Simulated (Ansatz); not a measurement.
# How far is this Si₅C from the hull?

These are results of DFT PBE, scalar-relativistic, plane waves, PAW (Ansatz), not measurements. Settings: cutoff 420 eV, Γ-centred meshes spaced at most about 0.3 Å⁻¹, and about 0.25 Å⁻¹ or finer for metals (2π included), Gaussian smearing. No spin polarisation.

Energies over the elements count from the elements' standard structures at the same level, with no fitted energy shifts.

All energies are static (0 K, no zero-point motion). The reference form of C is held partly by dispersion forces, which this level lacks.

The competitors are the elements and 1 reference phase of this chemical system (from databases or known types: SiC), relaxed at the same level; other known phases may be missing.

The candidate was reached from: random cell.

```
Si C
1.0
     4.43584    0.00000    0.00000
    -2.21792    3.84155    0.00000
     0.00000    0.00000    4.71348
Si C
5 1
Direct
  0.33333 0.66667 0.00000
  0.66667 0.33333 0.00000
  0.33333 0.66667 0.50000
  0.66667 0.33333 0.50000
  0.00000 0.00000 0.50000
  0.00000 0.00000 0.00000
```

The lowest competing mixture at this composition:

| phase | space group | source | share of atoms | ΔE_f (eV/atom) |
| --- | --- | --- | --- | --- |
| Si | - | element | 0.6667 | -0.0007 |
| SiC | P6_3mc (No. 186) | Materials Project | 0.3333 | -0.204 |

The lowest database cell of Si (-0.0007) lies slightly below the reference, hence the non-zero entry.

Q: What are the hull's energy here, the candidate's formation energy and its margin?

A: The hull lies at -0.068 eV/atom, the weighted sum of the last column. The candidate has 0.846 eV/atom, which is 0.91 eV/atom above it. The candidate matches no cell in the subsets of the Crystallography Open Database and the Materials Project at hand. The margin is far too high for a likely synthesis. It holds Si–Si chains (shortest 2.36 Å).
